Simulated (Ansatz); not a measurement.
SrTiO3, one cell by several methods

```
Sr Ti O
1.0
     3.94405    0.00000    0.00000
     0.00000    3.94405    0.00000
     0.00000    0.00000    3.90500
Sr Ti O
1 1 3
Direct
  0.00000 0.00000 0.00000
  0.50000 0.50000 0.50000
  0.00000 0.50000 0.50000
  0.50000 0.00000 0.50000
  0.50000 0.50000 0.00000
```

Atoms are numbered in the order listed.

The cell is COD entry 7212245, as deposited and not checked against the literature; nothing was relaxed. The listed cell was then made from it by scaling, straining or moving an atom.

Levels of theory: DFT, PBE, PAW with Ansatz's default frozen-core files, scalar-relativistic (Ansatz 0.2.0); DFT, PBE, all-electron PAW with datasets made for the crystal, scalar-relativistic (Ansatz 0.2.0); DFT, PBE, all-electron LAPW, scalar-relativistic (Ansatz 0.2.0).

For PAW: a Γ-centred 7×7×7 k mesh, Fermi–Dirac smearing of 0.05 eV, cutoff 420 eV, no spin polarisation. The crystal-made all-electron datasets (AE datasets) take a cutoff of 520 eV at this cell. LAPW targets a basis error of 1 meV/atom. The Ansatz runs share mesh, smearing and spin set-up. Plane-wave (PAW) pressures include the program's estimate of the Pulay term.

Stress and pressure are positive in compression.

The change that made this cell: equal xx and yy strain of +1 %.

No spin–orbit coupling: at heavy atoms the gradients can be off by tens of per cent for that reason.

```csv
quantity,PAW,AE datasets,LAPW
pressure (GPa),0.74,0.73,0.73
stress xx (GPa),0.01,0.00,0.00
stress zz (GPa),2.22,2.21,2.21
band gap (eV),1.901,1.895,1.826
field gradient Vzz at Sr1 (10²¹ V/m²),-0.11,-0.11,–
field gradient Vzz at Ti2 (10²¹ V/m²),-0.99,-0.97,–
field gradient Vzz at O3 (10²¹ V/m²),1.63,1.55,–
field gradient Vzz at O5 (10²¹ V/m²),1.22,1.14,–
```

PAW's pressure differs from the LAPW value by about 0.01 GPa or less.
